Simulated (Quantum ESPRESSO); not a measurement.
Set up this calculation in Quantum ESPRESSO 7.5, as the native input.

* Task: band structure
* Functional: LDA
* Potentials or basis: GBRV 1.5 LDA
* Cutoff: 612 eV
* Density cutoff: 4898 eV
* k mesh: 9 × 9 × 2
* Occupations: fermi-dirac, width 0.05 eV
* Spin: no spin polarisation
* Form of the LDA correlation: PZ81
* Mixing beta: 0.5
* Most SCF iterations: 120
* SCF threshold: 1.2e-09 Ry

The system is Te2Mo.

```
CELL_PARAMETERS angstrom
3.51820 0.00000 0.00000
-1.75910 3.04685 0.00000
0.00000 0.00000 13.97360
ATOMIC_POSITIONS crystal
Te 0.66667 0.33333 0.37900
Te 0.33333 0.66667 0.87900
Te 0.66667 0.33333 0.12100
Te 0.33333 0.66667 0.62100
Mo 0.66667 0.33333 0.75000
Mo 0.33333 0.66667 0.25000
```

One way to write it, as run:

pw.in

```
&CONTROL
  calculation = 'scf'
  prefix = 'pwscf'
  outdir = './tmp'
  pseudo_dir = './pseudo'
  tprnfor = .true.
  tstress = .true.
  disk_io = 'low'
/
&SYSTEM
  ibrav = 0
  A = 3.5182
  nat = 6
  ntyp = 2
  ecutwfc = 45
  ecutrho = 360
  nbnd = 36
  occupations = 'smearing'
  smearing = 'fd'
  degauss = 0.00367493
/
&ELECTRONS
  conv_thr = 1.2d-09
  electron_maxstep = 120
  mixing_beta = 0.5
/
ATOMIC_SPECIES
Te   127.6000 te_lda_v1.uspp.F.UPF
Mo    95.9500 mo_lda_v1.uspp.F.UPF
CELL_PARAMETERS alat
   1.0000000000    0.0000000000    0.0000000000
  -0.5000000000    0.8660254038    0.0000000000
   0.0000000000    0.0000000000    3.9718037633
ATOMIC_POSITIONS alat
Te     0.5000000000    0.2886751346    1.5053136263
Te     0.0000000000    0.5773502692    3.4912155079
Te     0.5000000000    0.2886751346    0.4805882554
Te     0.0000000000    0.5773502692    2.4664901370
Mo     0.5000000000    0.2886751346    2.9788528225
Mo     0.0000000000    0.5773502692    0.9929509408
K_POINTS automatic
9 9 2 0 0 0
```

bands.in

```
&CONTROL
  calculation = 'bands'
  prefix = 'pwscf'
  outdir = './tmp'
  pseudo_dir = './pseudo'
  disk_io = 'low'
  verbosity = 'high'
/
&SYSTEM
  ibrav = 0
  A = 3.5182
  nat = 6
  ntyp = 2
  ecutwfc = 45
  ecutrho = 360
  nbnd = 36
  occupations = 'smearing'
  smearing = 'fd'
  degauss = 0.00367493
/
&ELECTRONS
  conv_thr = 1d-08
  electron_maxstep = 120
  mixing_beta = 0.5
  diago_full_acc = .true.
/
ATOMIC_SPECIES
Te   127.6000 te_lda_v1.uspp.F.UPF
Mo    95.9500 mo_lda_v1.uspp.F.UPF
CELL_PARAMETERS alat
   1.0000000000    0.0000000000    0.0000000000
  -0.5000000000    0.8660254038    0.0000000000
   0.0000000000    0.0000000000    3.9718037633
ATOMIC_POSITIONS alat
Te     0.5000000000    0.2886751346    1.5053136263
Te     0.0000000000    0.5773502692    3.4912155079
Te     0.5000000000    0.2886751346    0.4805882554
Te     0.0000000000    0.5773502692    2.4664901370
Mo     0.5000000000    0.2886751346    2.9788528225
Mo     0.0000000000    0.5773502692    0.9929509408
K_POINTS crystal
60
 0.0000000000  0.0000000000  0.0000000000 1
 0.0555555556  0.0000000000  0.0000000000 1
 0.1111111111  0.0000000000  0.0000000000 1
 0.1666666667  0.0000000000  0.0000000000 1
 0.2222222222  0.0000000000  0.0000000000 1
 0.2777777778  0.0000000000  0.0000000000 1
 0.3333333333  0.0000000000  0.0000000000 1
 0.3888888889  0.0000000000  0.0000000000 1
 0.4444444444  0.0000000000  0.0000000000 1
 0.5000000000  0.0000000000  0.0000000000 1
 0.4666666667  0.0666666667  0.0000000000 1
 0.4333333333  0.1333333333  0.0000000000 1
 0.4000000000  0.2000000000  0.0000000000 1
 0.3666666667  0.2666666667  0.0000000000 1
 0.3333333333  0.3333333333  0.0000000000 1
 0.3030303030  0.3030303030  0.0000000000 1
 0.2727272727  0.2727272727  0.0000000000 1
 0.2424242424  0.2424242424  0.0000000000 1
 0.2121212121  0.2121212121  0.0000000000 1
 0.1818181818  0.1818181818  0.0000000000 1
 0.1515151515  0.1515151515  0.0000000000 1
 0.1212121212  0.1212121212  0.0000000000 1
 0.0909090909  0.0909090909  0.0000000000 1
 0.0606060606  0.0606060606  0.0000000000 1
 0.0303030303  0.0303030303  0.0000000000 1
 0.0000000000  0.0000000000  0.0000000000 1
 0.0000000000  0.0000000000  0.5000000000 1
 0.0500000000  0.0000000000  0.5000000000 1
 0.1000000000  0.0000000000  0.5000000000 1
 0.1500000000  0.0000000000  0.5000000000 1
 0.2000000000  0.0000000000  0.5000000000 1
 0.2500000000  0.0000000000  0.5000000000 1
 0.3000000000  0.0000000000  0.5000000000 1
 0.3500000000  0.0000000000  0.5000000000 1
 0.4000000000  0.0000000000  0.5000000000 1
 0.4500000000  0.0000000000  0.5000000000 1
 0.5000000000  0.0000000000  0.5000000000 1
 0.4666666667  0.0666666667  0.5000000000 1
 0.4333333333  0.1333333333  0.5000000000 1
 0.4000000000  0.2000000000  0.5000000000 1
 0.3666666667  0.2666666667  0.5000000000 1
 0.3333333333  0.3333333333  0.5000000000 1
 0.3076923077  0.3076923077  0.5000000000 1
 0.2820512821  0.2820512821  0.5000000000 1
 0.2564102564  0.2564102564  0.5000000000 1
 0.2307692308  0.2307692308  0.5000000000 1
 0.2051282051  0.2051282051  0.5000000000 1
 0.1794871795  0.1794871795  0.5000000000 1
 0.1538461538  0.1538461538  0.5000000000 1
 0.1282051282  0.1282051282  0.5000000000 1
 0.1025641026  0.1025641026  0.5000000000 1
 0.0769230769  0.0769230769  0.5000000000 1
 0.0512820513  0.0512820513  0.5000000000 1
 0.0256410256  0.0256410256  0.5000000000 1
 0.0000000000  0.0000000000  0.5000000000 1
 0.5000000000  0.0000000000  0.5000000000 1
 0.5000000000  0.0000000000  0.0000000000 1
 0.3333333333  0.3333333333  0.0000000000 1
 0.3333333333  0.3333333333  0.2500000000 1
 0.3333333333  0.3333333333  0.5000000000 1
```

Potentials or basis: GBRV 1.5 LDA.

Command:

```sh
$ OMP_NUM_THREADS=1 mpirun -n 2 pw.x -nk 2 -in pw.in > pw.out
$ OMP_NUM_THREADS=1 mpirun -n 2 pw.x -nk 2 -in bands.in > bands.out
```

Results of the run:

The pressure is -2.1 GPa and the largest force is 0.139 eV/Å. The band gap on the k mesh is 0.70 eV, indirect (least direct gap 1.03 eV) and the band gap along the path is 0.65 eV, indirect (least direct gap 1.03 eV).

Caveat: spin-orbit coupling is left out, which moves the levels of the heavy elements.

Wall time 2.3 min on 2 MPI ranks on Arm Neoverse V2 (shared host), peak memory 0.62 GiB a rank.
